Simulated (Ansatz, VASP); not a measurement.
# Au in VASP and in Ansatz

```xyz
1
Lattice="2.7484 0.0000 0.0000 0.0000 2.7484 0.0000 0.0000 0.0000 2.7484" Properties=species:S:1:pos:R:3 pbc="T T T"
Au    1.3742    1.3742    1.3742
```

The cell was built by a generator and needn't be a form met in nature.

Alike in both runs: task single point; functional PBE; k mesh 10 × 10 × 10; occupations fermi-dirac, width 0.05 eV; no spin polarisation.

|  | VASP | Ansatz |
| --- | --- | --- |
| version | VASP 6.6.1 | Ansatz 0.2.0 |
| potentials or method | VASP PAW PBE potentials, release 64 (Au) | Ansatz PAW |
| plane-wave cutoff (eV) | 520 | 420 |
| valence electrons in the cell | 11 | 19 |

|  | VASP | Ansatz | Ansatz less VASP |
| --- | --- | --- | --- |
| gap on the k mesh at the Fermi level (eV) | none | none | - |
| pressure (GPa) | 0.1 | 0.2 | +0.18 |

A gap of «none» marks a metal or a gap that the smearing closes. The functional is the same, so the differences come from potentials, cutoffs and numerics. The two sets of potentials don't hold the same shells in valence.

The runs have no spin-orbit coupling, so splittings on Au are missing.
